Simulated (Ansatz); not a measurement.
**NiO under changes of volume**

One of the cells (11.249 Å³/atom); the others are scaled copies at fixed shape and fractional positions:

```
Ni O
1.0
     0.00000    2.24063    2.24063
     2.24063    0.00000    2.24063
     2.24063    2.24063    0.00000
Ni O
1 1
Direct
  0.00000 0.00000 0.00000
  0.75000 0.75000 0.75000
```

The cell was built by a generator and needn't be a form met in nature.

```yaml
Program: Ansatz 0.2.0
Functional: PBE
Potentials_or_basis: Ansatz PAW
Cutoff: "420 eV (not typed: the program's choice for these potentials)"
k_mesh: 10 × 10 × 10
Occupations: fermi-dirac, width 0.05 eV
Spin: collinear spin, ferromagnetic start
Starting_moments: "[1.0, 0.0] μB"
```

```tsv
volume (Å³/atom)	energy over the lowest point (meV/atom)	pressure (GPa)	moment (μB per cell)
10.574	20.71	10.1	1.80
10.799	9.08	6.5	1.86
11.024	2.27	3.1	1.90
11.249	0.00	0.1	1.93
11.474	1.80	-2.7	1.95
11.699	7.27	-5.2	1.97
11.924	?	?	?
```

What does the run at 11.924 Å³/atom give?

Energy over the lowest point 16.09 meV/atom; pressure -7.4 GPa; moment 1.98 μB per cell.

Worked out: A Birch-Murnaghan fit of order 3 (a polynomial in V^(-2/3)) to the other rows has its minimum at 11.26 Å³/atom with B0 = V·E''(V) = 144 GPa and B' = 3.6. It gives 16.16 meV/atom at 11.924 Å³/atom, against the run's 16.09, and -dE/dV = -7.5 GPa, against -7.4. A parabola through the other rows of the moment, of slope -0.00952 μB per Å³/atom there, extrapolates to 1.97 μB, against the run's 1.98.

Energies are extrapolated to zero smearing.

Caveats: a cell with one magnetic atom can't hold antiferromagnetic order, which such compounds often take.
